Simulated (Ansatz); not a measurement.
**Lattice vibrations of ZrO₂ at Γ at 9 GPa**

Computed with DFT PBE, scalar-relativistic, plane waves, PAW (Ansatz). Cutoff 420 eV, 8×8×8 k-points (Γ-centred), fixed occupations. No spin polarisation. Phonons by linear response, acoustic sum rule imposed.

The cell, relaxed at 9 GPa:
```xyz
3
Lattice="0.0000 2.5280 2.5280 2.5280 0.0000 2.5280 2.5280 2.5280 0.0000" Properties=species:S:1:pos:R:3 pbc="T T T"
Zr    0.0000    0.0000    0.0000
O     1.2640    1.2640    1.2640
O     3.7920    3.7920    3.7920
```

Other phases may be more stable at this pressure.

Optical modes at Γ (transverse, no macroscopic field); i marks an imaginary frequency:
| frequency (meV) | degeneracy | IR intensity of the level ((D/Å)²/amu) |
| --- | --- | --- |
| 32.2 | 3 | 96.69 |
| 71.7 | 3 | 0.00 |

All 6 optical modes at Γ are real: no displacement of atoms at fixed cell lowers the energy to second order. Strains and modes at other wave vectors aren't tested by this run.

```
Electronic dielectric constant ε∞ (principal values) : 5.77
Static dielectric constant ε0 (principal values)     : 37.4
Refractive index √ε∞, mean                           : 2.40
Kohn–Sham gap on the mesh                            : 3.42 eV
Cost                                                 : 41 s on 1 thread of Arm Neoverse N1, on a shared host, peak memory 0.53 GiB
```

Born effective charges (e):
```csv
atom,Z*xx,Z*yy,Z*zz,mean
Zr (atom 1),5.75,5.75,5.75,5.75
O (atom 2),-2.88,-2.88,-2.88,-2.88
```

This fluorite-type form isn't the usual stable structure of the compound at low pressure.